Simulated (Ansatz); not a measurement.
# Hf(0001) with 2 layers of random Hf-Zr, 2x2: scattering by chemical disorder, part 2 of 2

Wanted: resistance against the alloy's length, first Hf(0001) with 2 layers of random Hf-Zr, 2x2.

Ansatz 0.2.0; Ansatz plane-wave DFT, PBE, PAW files; ballistic transport by layer matching (Landauer), zero bias; PAW set soft_1.

So far. Step 3 (With 6 alloy layers): Over the solved energies the transmission per spin lies between 2.56 and 2.69, out of 2.71 channels of the lead on average (up to 2.84).

**4. With 10 alloy layers**

In 10 layers a share of 0.125 of the sites is given to Zr at random. A fresh draw is used; the growth of the resistance with length is what counts.

System of this step: Hf(0001) with 10 layers of random Hf-Zr, 2x2. The cell holds 80 atoms: 75 Hf and 5 Zr. Its edges and angles: a = 6.393 Å, b = 6.393 Å, c = 50.578 Å, α = 90.0°, β = 90.0°, γ = 120.0°. It derives from Hf. Regions: lead, 40 atoms (40 Hf); scattering region, 40 atoms (35 Hf and 5 Zr). The structure is stacked along c, and the current runs across the ab planes.

Input file input.yaml:

```yaml
crystal:
  lattice:
    - [6.3934, 0.0, 0.0]
    - [-3.1967, 5.5368468166, 0.0]
    - [0.0, 0.0, 50.578]
  atoms:
    - { symbol: Hf, position: [0.1666666667, 0.3333333333, 0.025] }
    - { symbol: Hf, position: [0.1666666667, 0.8333333333, 0.025] }
    - { symbol: Hf, position: [0.6666666667, 0.3333333333, 0.025] }
    - { symbol: Hf, position: [0.6666666667, 0.8333333333, 0.025] }
    - { symbol: Hf, position: [0.3333333333, 0.1666666667, 0.075] }
    - { symbol: Hf, position: [0.3333333333, 0.6666666667, 0.075] }
    - { symbol: Hf, position: [0.8333333333, 0.1666666667, 0.075] }
    - { symbol: Hf, position: [0.8333333333, 0.6666666667, 0.075] }
    - { symbol: Hf, position: [0.1666666667, 0.3333333333, 0.125] }
    - { symbol: Hf, position: [0.1666666667, 0.8333333333, 0.125] }
    - { symbol: Hf, position: [0.6666666667, 0.3333333333, 0.125] }
    - { symbol: Hf, position: [0.6666666667, 0.8333333333, 0.125] }
    - { symbol: Hf, position: [0.3333333333, 0.1666666667, 0.175] }
    - { symbol: Hf, position: [0.3333333333, 0.6666666667, 0.175] }
    - { symbol: Hf, position: [0.8333333333, 0.1666666667, 0.175] }
    - { symbol: Hf, position: [0.8333333333, 0.6666666667, 0.175] }
    - { symbol: Hf, position: [0.1666666667, 0.3333333333, 0.225] }
    - { symbol: Hf, position: [0.1666666667, 0.8333333333, 0.225] }
    - { symbol: Hf, position: [0.6666666667, 0.3333333333, 0.225] }
    - { symbol: Hf, position: [0.6666666667, 0.8333333333, 0.225] }
    - { symbol: Hf, position: [0.3333333333, 0.1666666667, 0.275] }
    - { symbol: Hf, position: [0.3333333333, 0.6666666667, 0.275] }
    - { symbol: Hf, position: [0.8333333333, 0.1666666667, 0.275] }
    - { symbol: Hf, position: [0.8333333333, 0.6666666667, 0.275] }
    - { symbol: Hf, position: [0.1666666667, 0.3333333333, 0.325] }
    - { symbol: Hf, position: [0.1666666667, 0.8333333333, 0.325] }
    - { symbol: Hf, position: [0.6666666667, 0.3333333333, 0.325] }
    - { symbol: Hf, position: [0.6666666667, 0.8333333333, 0.325] }
    - { symbol: Hf, position: [0.3333333333, 0.1666666667, 0.375] }
    - { symbol: Hf, position: [0.3333333333, 0.6666666667, 0.375] }
    - { symbol: Hf, position: [0.8333333333, 0.1666666667, 0.375] }
    - { symbol: Hf, position: [0.8333333333, 0.6666666667, 0.375] }
    - { symbol: Hf, position: [0.1666666667, 0.3333333333, 0.425] }
    - { symbol: Hf, position: [0.1666666667, 0.8333333333, 0.425] }
    - { symbol: Hf, position: [0.6666666667, 0.3333333333, 0.425] }
    - { symbol: Hf, position: [0.6666666667, 0.8333333333, 0.425] }
    - { symbol: Hf, position: [0.3333333333, 0.1666666667, 0.475] }
    - { symbol: Hf, position: [0.3333333333, 0.6666666667, 0.475] }
    - { symbol: Hf, position: [0.8333333333, 0.1666666667, 0.475] }
    - { symbol: Zr, position: [0.8333333333, 0.6666666667, 0.475] }
    - { symbol: Hf, position: [0.1666666667, 0.3333333333, 0.525] }
    - { symbol: Hf, position: [0.1666666667, 0.8333333333, 0.525] }
    - { symbol: Hf, position: [0.6666666667, 0.3333333333, 0.525] }
    - { symbol: Hf, position: [0.6666666667, 0.8333333333, 0.525] }
    - { symbol: Hf, position: [0.3333333333, 0.1666666667, 0.575] }
    - { symbol: Zr, position: [0.3333333333, 0.6666666667, 0.575] }
    - { symbol: Hf, position: [0.8333333333, 0.1666666667, 0.575] }
    - { symbol: Hf, position: [0.8333333333, 0.6666666667, 0.575] }
    - { symbol: Hf, position: [0.1666666667, 0.3333333333, 0.625] }
    - { symbol: Hf, position: [0.1666666667, 0.8333333333, 0.625] }
    - { symbol: Zr, position: [0.6666666667, 0.3333333333, 0.625] }
    - { symbol: Zr, position: [0.6666666667, 0.8333333333, 0.625] }
    - { symbol: Zr, position: [0.3333333333, 0.1666666667, 0.675] }
    - { symbol: Hf, position: [0.3333333333, 0.6666666667, 0.675] }
    - { symbol: Hf, position: [0.8333333333, 0.1666666667, 0.675] }
    - { symbol: Hf, position: [0.8333333333, 0.6666666667, 0.675] }
    - { symbol: Hf, position: [0.1666666667, 0.3333333333, 0.725] }
    - { symbol: Hf, position: [0.1666666667, 0.8333333333, 0.725] }
    - { symbol: Hf, position: [0.6666666667, 0.3333333333, 0.725] }
    - { symbol: Hf, position: [0.6666666667, 0.8333333333, 0.725] }
    - { symbol: Hf, position: [0.3333333333, 0.1666666667, 0.775] }
    - { symbol: Hf, position: [0.3333333333, 0.6666666667, 0.775] }
    - { symbol: Hf, position: [0.8333333333, 0.1666666667, 0.775] }
    - { symbol: Hf, position: [0.8333333333, 0.6666666667, 0.775] }
    - { symbol: Hf, position: [0.1666666667, 0.3333333333, 0.825] }
    - { symbol: Hf, position: [0.1666666667, 0.8333333333, 0.825] }
    - { symbol: Hf, position: [0.6666666667, 0.3333333333, 0.825] }
    - { symbol: Hf, position: [0.6666666667, 0.8333333333, 0.825] }
    - { symbol: Hf, position: [0.3333333333, 0.1666666667, 0.875] }
    - { symbol: Hf, position: [0.3333333333, 0.6666666667, 0.875] }
    - { symbol: Hf, position: [0.8333333333, 0.1666666667, 0.875] }
    - { symbol: Hf, position: [0.8333333333, 0.6666666667, 0.875] }
    - { symbol: Hf, position: [0.1666666667, 0.3333333333, 0.925] }
    - { symbol: Hf, position: [0.1666666667, 0.8333333333, 0.925] }
    - { symbol: Hf, position: [0.6666666667, 0.3333333333, 0.925] }
    - { symbol: Hf, position: [0.6666666667, 0.8333333333, 0.925] }
    - { symbol: Hf, position: [0.3333333333, 0.1666666667, 0.975] }
    - { symbol: Hf, position: [0.3333333333, 0.6666666667, 0.975] }
    - { symbol: Hf, position: [0.8333333333, 0.1666666667, 0.975] }
    - { symbol: Hf, position: [0.8333333333, 0.6666666667, 0.975] }
kpoints:
  mp_grid: { grid: [4, 4, 1] }
hamiltonian:
  xc: pbe
  pseudopotentials: { kind: paw, azcp: { folder: soft_1 } }
scf:
  occupations: { method: fermi_dirac, width: 0.1 }
output:
  transmission: { leads: [[0, 8]], kmesh: [8, 8], e_range: [-0.05, 0.05], de: 0.05 }
  write_potential: true
  write_density: true
  volumetric_format: npy
```

Started as:

```bash
$ ansatz run input.yaml --threads 4 --pin off --max-ram 15360MiB --backend cpu --events-out ev --progress --plain --runs-dir out
```

Numbers of over 12 decimals in the logs are rounded to 6 here.

Log:

```text
[...]
Crystal: 80 atoms, lattice volume = 1790.425 Å³
Basis set: ecut = 420 eV, 35125 PW (Γ)
Bands: 1206, of which v1, the nominal top of the filled ones, is band 1005 counted from 1 (1004 counted from 0)
Symmetry: 1 space group operations
[...]
k-points: 10 of 16 (time reversal used)
[...]
SCF iter   1: F=—  HF=-1200106.508089 eV  |F-HF|=—  |Δ(HF+E_count)|=         —  Δρ=4.33e-2  dr2=7.18e3  ethr=3.10e-3  ⟨swp⟩=7.2  Hψ=35266  notcnv=0  defer=293
[...]
SCF iter  15: F=-1200085.945218 eV  HF=-1200085.945218 eV  |F-HF|=2.89e-8  |Δ(HF+E_count)|=   2.10e-9  Δρ=6.68e-7  dr2=1.74e-8  ethr=4.98e-12  ⟨swp⟩=70.8  Hψ=121289  notcnv=0
SCF 1 converged in 15 iterations: F = -1200085.945218 eV  dr2 = 1.74e-8
[...]
transmission: 231 of 2278 steps passed
transmission: 459 of 2278 steps passed
[...]
transmission: 2278 of 2278 steps passed
SCF converged after 15 iterations
Free energy (F): -1200085.945218 eV
[...]
Internal energy: -1200083.818620 eV  (E = F + TS)
E sigma→0 (E₀):  -1200084.881919 eV
Entropy (-TS):   -2.126599 eV (-26.582 meV/atom)
Fermi energy:    17.921822 eV
[...]
--- Band table (eV; the first three rows and the last of 10) ---
  k-point 0: bands = [... 1001 lower, 18.7189, 18.7370, 18.7570, 18.7589, 18.7651, 18.7766, 18.7819, 18.7916, ... 197 higher]
  k-point 1: bands = [... 1001 lower, 18.1502, 18.2077, 18.2627, 18.2687, 18.2712, 18.2740, 18.2796, 18.2811, ... 197 higher]
  k-point 2: bands = [... 1001 lower, 17.5818, 17.5875, 17.5897, 17.5942, 17.6808, 17.6835, 17.6880, 17.6900, ... 197 higher]
  k-point 9: bands = [... 1001 lower, 17.5794, 17.5849, 17.5906, 17.5979, 17.6803, 17.6840, 17.6884, 17.6901, ... 197 higher]
--- Transmission ---
  basis      : 313 plane waves across, 67 finite elements along
  points     : 34, standing for a mesh of 8 x 8
[...]
channels       : 2.843750e0 a spin
[...]
junction   : crystal 0 to crystal 0, 4.36 to 49.88 Å
    transmission   : 2.626132e0 a spin
[...]
```

Elapsed: 67 min, on 4 threads of Arm Neoverse V2, shared host; peak memory 13 GiB; 4.2 h of CPU time.

This step gave:

| Quantity | Value |
| --- | --- |
| free energy | -1200085.9452 eV |
| energy at zero smearing | -1200084.8819 eV |
| Fermi energy | 17.92 eV |
| transmission per spin nearest the Fermi level | 2.626 |
| step of the lead's potential | 0.1 meV |

Per spin. Table of transmission, zone mean by energy, zero at the Fermi level:

| energy (eV) | transmission, zone mean |
| --- | --- |
| -0.0500 | 2.43 |
| 0.0000 | 2.63 |
| 0.0500 | 2.43 |

Over the solved energies the transmission per spin lies between 2.43 and 2.63, out of 2.71 channels of the lead on average (up to 2.84).

**5. The fit**

This step: Ansatz plane-wave DFT, PBE, PAW files; ballistic transport by layer matching (Landauer), zero bias; residual resistivity from the slope of the area resistance, atoms on the host's lattice; PAW set soft_1 (Ansatz 0.2.0).

Numbers from this step:

| Quantity | Value |
| --- | --- |
| resistivity | 5.346 µΩ cm |
| intercept | 0.001627 fΩ m² |
| scatter about the fit | 0.01003 fΩ m² |

Resistance, by row:

| run | length (Å) | T | channels N | RA (fΩ m²) |
| --- | --- | --- | --- | --- |
| n2 | 5.058 | 2.652 | 2.708 | 0.03576 |
| n6 | 15.17 | 2.603 | 2.708 | 0.06856 |
| n10 | 25.29 | 2.495 | 2.708 | 0.1439 |

The area resistance by length of the alloy:

| length of the alloy (Å) | area resistance (fΩ m²) |
| --- | --- |
| 5.06 | 0.0358 |
| 15.17 | 0.0686 |
| 25.29 | 0.144 |

The area resistance goes from 0.036 to 0.14 fΩ m² between 5.1 and 25.3 Å, a slope of 5.3 µΩ cm.

By hand from the end points: (0.1439 − 0.03576) fΩ m² / (25.29 − 5.06) Å = 5.3 µΩ cm, since 1 fΩ m² per Å is 1000 µΩ cm.

**6. Summary of results**

| Quantity | Value |
| --- | --- |
| resistivity from the slope | 5.35 µΩ cm |
| area resistance over 5.06 Å | 0.0358 fΩ m² |
| area resistance over 15.2 Å | 0.0686 fΩ m² |
| area resistance over 25.3 Å | 0.144 fΩ m² |

**Reading.** The slope gives 5.3 µΩ cm. The points scatter by 0.010 fΩ m² about the line, with one random draw a length in a 2x2 cell, so the slope is a rough value. Read with a model of isotropic scattering on a spherical Fermi surface and the lead's 0.59×10¹⁵ S/m², this slope means a mean free path near 288 Å; over these lengths the model's slope is 1.22 times its bulk resistivity, which would be 4.4 µΩ cm. The draw over the shortest length came out nearly ordered, with 12 symmetry operations, so that point is a poor sample of a random alloy. The atoms sit on the host's lattice, so scattering by size misfit is left out. Spin-orbit coupling is left out, which matters for Hf.

[Logs are printed without paths, hosts, clocks, repeated set-up lines and the standing remarks that a program may print on its own settings, such as how far it seeks lower states.]

[Hosts, paths, dates, database ids (printed as entryN), source tags and the programs' standing remarks are cut or masked in the printed files.]
